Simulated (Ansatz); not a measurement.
**Phonons of SiC**

Computed with Ansatz (plane waves, PAW, 500 eV cutoff): r²SCAN, scalar-relativistic, no spin polarisation, Gaussian smearing of 0.05 eV; PAW files: Ansatz's generated set soft_2.

```yaml
crystal:
  lattice:
    - [0.00000, 2.17813, 2.17813]
    - [2.17813, 0.00000, 2.17813]
    - [2.17813, 2.17813, 0.00000]
  atoms:
    - { symbol: Si, position: [0.00000, 0.00000, 0.00000] }
    - { symbol: C, position: [0.75000, 0.75000, 0.75000] }
```

The chain of runs began from a cell as deposited in COD, expanded in volume. Of that entry: the entry's cell lengths or inner coordinates differ somewhat from later room-temperature determinations.

Force constants come from finite displacements in a 2×2×2 supercell (the unit cell's 10×10×10 k-mesh, folded to it); the long-range dipole term is included. Points in reciprocal vectors of this cell: Γ = (0.000, 0.000, 0.000), X = (-0.500, -0.500, 0.000), U = (-0.375, -0.375, 0.250), K = (-0.375, 0.000, 0.375), L = (0.000, 0.000, 0.500), W = (-0.500, -0.250, 0.250).

Question: Is the structure dynamically stable along this path, and where does the spectrum end?

Answer: Yes: no branch is imaginary beyond numerical noise. The highest frequency is 980 cm⁻¹, at Γ. Points that don't fit the supercell are interpolated.

Frequencies at the named points (cm⁻¹, imaginary ones negative):
```tsv
point	ω (cm⁻¹)
Γ	0 0 0 799 799 980
X	378 378 644 764 764 834
U	353 477 582 764 776 815
K	353 477 582 764 776 815
L	272 272 622 770 770 844
W	402 483 556 772 775 804
```

Question: What does the harmonic approximation give for the vibrational free energy, entropy and heat capacity?

Answer: Zero-point energy 111.3 meV/atom.
```csv
T (K),F_vib (meV/atom),S (J/K per mole of atoms),C_V (J/K per mole of atoms)
100,111.1,0.8,2.2
200,108.8,4.1,8.1
300,102.3,8.4,13.4
400,91.3,12.8,17.0
500,75.9,16.8,19.3
600,56.5,20.5,20.7
700,33.6,23.8,21.7
800,7.4,26.7,22.4
900,-21.7,29.4,22.9
1000,-53.5,31.8,23.3
```

The highest mode, 980 cm⁻¹, is worth 1410 K. At 300 K the heat capacity has reached 54 % of the classical limit 3R = 24.9 J/K per mole of atoms, since the stiffer modes are still partly frozen out.

Cost: 69 s on 4 threads of Intel(R) Xeon(R) Processor @ 2.50GHz (Skylake/Cascade Lake), with other jobs on the host, peak memory 1.3 GiB.

